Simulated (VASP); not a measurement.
# Ta2N (P-3m1) in VASP: notebook, part 2 of 2

VASP 6.6.1. The steps go on from the part before.

### Step 3. Single point, PBE0(alpha)

File POSCAR:

```
Ta2N
1.0
    3.1128615060      0.0000000000      0.0000000000
   -1.5564307530      2.6958171426      0.0000000000
    0.0000000000      0.0000000000      4.8698410000
Ta N
2 1
Direct
    0.3333333333      0.6666666667      0.2547110000
    0.6666666667      0.3333333333      0.7452890000
    0.0000000000      0.0000000000      0.0000000000
```

File INCAR.step1:

```
SYSTEM = Ta2N
ALGO = Normal
EDIFF = 1E-5
ENCUT = 520
GGA = PE
ISIF = 2
ISMEAR = -1
LASPH = .True.
LCHARG = .False.
LREAL = .False.
LWAVE = .True.
NBANDS = 20
NELM = 80
PREC = Accurate
SIGMA = 0.05
```

File INCAR.step2:

```
SYSTEM = Ta2N
AEXX = 0.1
ALGO = Normal
EDIFF = 1E-7
ENCUT = 520
GGA = PE
HFRCUT = -1
ISIF = 2
ISMEAR = -1
ISTART = 1
LASPH = .True.
LCHARG = .False.
LHFCALC = .True.
LREAL = .False.
LWAVE = .False.
NBANDS = 20
NELM = 80
PREC = Accurate
PRECFOCK = Fast
SIGMA = 0.05
```

File KPOINTS:

```
k-points
0
Gamma
  5 5 3
  0 0 0
```

Potentials or basis: VASP PAW PBE potentials, release 64 (Ta_pv, N).

Run with:

```sh
$ cat potpaw_PBE.64/Ta_pv/POTCAR potpaw_PBE.64/N/POTCAR > POTCAR
$ cp INCAR.step1 INCAR
$ mpirun -np 1 vasp_std > vasp.out
$ cp INCAR.step2 INCAR
$ mpirun -np 1 vasp_std > vasp.out
```

OUTCAR:

```text
SYSTEM = Ta2N
   AEXX = 0.1
   EDIFF = 1E-7
   ENCUT = 520
   GGA = PE
   ISIF = 2
   ISMEAR = -1
   ISTART = 1
   LASPH = .True.
   LHFCALC = .True.
   LREAL = .False.
   NELM = 80
   PREC = Accurate
   PRECFOCK = Fast

 ion  position               nearest neighbor table
   1  0.333  0.667  0.255-   3 2.18   3 2.18   3 2.18   2 2.99   2 2.99   2 2.99   2 3.06   2 3.06
                             2 3.06
   2  0.667  0.333  0.745-   3 2.18   3 2.18   3 2.18   1 2.99   1 2.99   1 2.99   1 3.06   1 3.06
                             1 3.06
   3  0.000  0.000  0.000-   1 2.18   2 2.18   1 2.18   2 2.18   2 2.18   1 2.18

  LATTYP: Found a hexagonal cell.
 ALAT       =     3.1128615060
 C/A-ratio  =     1.5644258476

  Lattice vectors:

 A1 = (   3.1128615060,   0.0000000000,   0.0000000000)
 A2 = (  -1.5564307530,   2.6958171426,   0.0000000000)
 A3 = (   0.0000000000,   0.0000000000,   4.8698410000)

Analysis of symmetry for initial positions (statically):
=====================================================================
 Subroutine PRICEL returns:
 Original cell was already a primitive cell.

 Routine SETGRP: Setting up the symmetry group for a
 hexagonal supercell.
[... 162 lines left out ...]

  energy without entropy =      -37.66075633  energy(sigma->0) =      -37.66508561

 E-fermi :   7.4498     XC(G=0): -11.7457

 val. band max:        7.4121066590   @ k =   0.0000   0.4000   0.3333
 cond. band min:       7.5632964073   @ k =   0.2000  -0.0000   0.0000
 fundamental gap:      0.1511897483
 Fermi energy:         7.4497866685

 k-point     1 :       0.0000    0.0000    0.0000
  band No.  band energies     occupation
      1     -29.4844      2.00000
      2     -28.7374      2.00000
      3     -28.7374      2.00000
      4     -28.6082      2.00000
      5     -28.6082      2.00000
      6     -28.4721      2.00000
[... 265 lines left out ...]
     19      12.8101      0.00000
     20      13.4401      0.00000

------------------------ aborting loop because EDIFF is reached ----------------------------------------

  FORCE on cell =-STRESS in cart. coord.  units (eV):
  Direction    XX          YY          ZZ          XY          YZ          ZX
  --------------------------------------------------------------------------------------
  -------------------------------------------------------------------------------------
  Total       -1.6032003     -1.6032003      0.3116084     -0.0000000     -0.0000000      0.0000000
  in kB      -62.8540646    -62.8540646     12.2167234     -0.0000000     -0.0000000      0.0000000
  external PRESSURE =     -37.8304686 kB  Pullay stress =       0.0000000 kB

 VOLUME and BASIS-vectors are now :
 -----------------------------------------------------------------------------
  energy-cutoff  :      520.00
  volume of cell :       40.87
      direct lattice vectors                 reciprocal lattice vectors
     3.112861506  0.000000000  0.000000000     0.321247829  0.185472520  0.000000000
    -1.556430753  2.695817143  0.000000000     0.000000000  0.370945041  0.000000000
     0.000000000  0.000000000  4.869841000     0.000000000  0.000000000  0.205345513

 POSITION                                       TOTAL-FORCE (eV/Angst)
 -----------------------------------------------------------------------------------
     -0.00000      1.79721      1.24040        -0.000000     -0.000000     -0.630432
      1.55643      0.89861      3.62944         0.000000      0.000000      0.630432
      0.00000      0.00000      0.00000         0.000000      0.000000      0.000000
 -----------------------------------------------------------------------------------
    total drift:                                0.000000      0.000000     -0.000000

  FREE ENERGIE OF THE ION-ELECTRON SYSTEM (eV)
  ---------------------------------------------------
  free  energy   TOTEN  =       -37.6694148863 eV

  energy  without entropy=      -37.6607563327  energy(sigma->0) =      -37.66508561
```

OUTCAR.step1:

```text
SYSTEM = Ta2N
   EDIFF = 1E-5
   ENCUT = 520
   GGA = PE
   ISIF = 2
   ISMEAR = -1
   LASPH = .True.
[... 489 lines left out ...]
     -0.00000      1.79721      1.24040         0.000000     -0.000000     -0.564708
      1.55643      0.89861      3.62944         0.000000      0.000000      0.564708
      0.00000      0.00000      0.00000        -0.000000      0.000000      0.000000
 -----------------------------------------------------------------------------------
    total drift:                               -0.000000      0.000000      0.000000

  FREE ENERGIE OF THE ION-ELECTRON SYSTEM (eV)
  ---------------------------------------------------
  free  energy   TOTEN  =       -34.3280079533 eV

  energy  without entropy=      -34.3090856817  energy(sigma->0) =      -34.31854682
```

Run time: 27 min. Hardware: 1 thread of Intel Xeon Platinum 8259CL at 2.50GHz (Skylake/Cascade Lake), shared host; peak memory 0.17 GiB.

What came out:

- Free energy: -37.6694 eV
- Pressure: -3.8 GPa
- Largest force: 0.630 eV/Å
- Band gap on the k mesh: none (metal or under the smearing width)

Forces on the atoms (eV/Å):
```
Ta   0.000  0.000 -0.630
Ta   0.000  0.000  0.630
N    0.000  0.000  0.000
```

Stress tensor (GPa, compression positive):
```
-6.29  0.00  0.00
 0.00 -6.29  0.00
 0.00  0.00  1.22
```

Caveat: the k mesh is coarse (spacing up to 0.47 Å⁻¹), so the values aren't converged, least of all with exact exchange; the PAW data sets were made with another functional, which shifts forces and pressure a little. The run has no spin-orbit coupling, so splittings on Ta are missing.

### Step 4. Single point, PBE0(alpha)

POSCAR is that of step 3.

INCAR.step1 is that of step 3.

INCAR.step2, as its differences from that of step 3:

```diff
@@ -1,3 +1,3 @@
 SYSTEM = Ta2N
-AEXX = 0.1
+AEXX = 0.15
 ALGO = Normal
```

KPOINTS is that of step 3.

Run with:

```sh
$ cat potpaw_PBE.64/Ta_pv/POTCAR potpaw_PBE.64/N/POTCAR > POTCAR
$ cp INCAR.step1 INCAR
$ mpirun -np 1 vasp_std > vasp.out
$ cp INCAR.step2 INCAR
$ mpirun -np 1 vasp_std > vasp.out
```

Run time: 18 min. Hardware: 1 thread of Intel Xeon Platinum 8259CL at 2.50GHz (Skylake/Cascade Lake), shared host; peak memory 0.16 GiB.

The run converged. Its results:

```
Free energy            : -39.3549 eV
Pressure               : -5.4 GPa
Largest force          : 0.651 eV/Å
Band gap on the k mesh : none (metal or under the smearing width)
```

Forces on the atoms (eV/Å):
```
Ta   0.000  0.000 -0.651
Ta   0.000  0.000  0.651
N    0.000  0.000  0.000
```

Stress tensor (GPa, compression positive):
```
-8.25  0.00  0.00
 0.00 -8.25  0.00
 0.00  0.00  0.38
```

Levels at points of the mesh, in eV from the Fermi level:
```tsv
k point	band 9	band 10	band 11	band 12	band 13	band 14	band 15	band 16	band 17	band 18
(0.00, 0.00, 0.00)	-6.77	-6.77	-5.74	-0.74	-0.29	-0.29	0.51	0.71	0.71	1.57
```

Caveat: the k mesh is coarse (spacing up to 0.47 Å⁻¹), so the values aren't converged, least of all with exact exchange; the PAW data sets were made with another functional, which shifts forces and pressure a little. The run has no spin-orbit coupling, so splittings on Ta are missing.

### Step 5. Summary

| share of exact exchange | gap on the mesh (eV) | pressure (GPa) | largest force (eV/Å) |
| --- | --- | --- | --- |
| 0.05 | none | -2.2 | 0.72 |
| 0.1 | none | -3.8 | 0.63 |
| 0.15 | none | -5.4 | 0.65 |

Alike in all rows: task single point; level PBE0(alpha); potentials or basis VASP PAW PBE potentials, release 64 (Ta_pv, N); no spin polarisation; cell as given; k mesh 5 × 5 × 3; cutoff (eV) 520; smearing fermi-dirac 0.05 eV; the mesh is coarse, so values aren't converged.

Caveats: all runs use coarse meshes; the PAW data sets were made with another functional, which shifts forces and pressure a little.

Absolute energies hang on the potentials; compare differences alone.
